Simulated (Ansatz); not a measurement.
Crystal: Fe.

```
CELL_PARAMETERS angstrom
2.43416 0.00000 0.00000
-1.21708 2.10804 0.00000
0.00000 0.00000 3.84193
ATOMIC_POSITIONS crystal
Fe 0.66667 0.33333 0.75000
Fe 0.33333 0.66667 0.25000
```

This isn't the form of Fe at room conditions, which is bcc.

Program: Ansatz 0.2.0. Alike in all runs: potentials or basis Ansatz PAW; spin collinear, ferromagnetic start; cell as given; k mesh 6 × 6 × 4; smearing fermi-dirac 0.05 eV; the mesh is coarse, so values aren't converged. Hardware: 2 threads of Intel(R) Xeon(R) Processor @ 2.50GHz (Skylake/Cascade Lake) (shared host).

Task: Order these runs on this cell by their wall time, lowest first.
A. task single point; level r2SCAN0; cutoff (eV) 500
B. task band structure; level HSEsol; cutoff (eV) 420; points for each segment of the path 4
C. task single point; level PBEsol0; cutoff (eV) 420

Result: C (98 s), A (220 s), B (560 s).

Caveats: all runs use coarse meshes; the magnetic or orbital state may not be the lowest; the starting moments weren't kept (some runs).
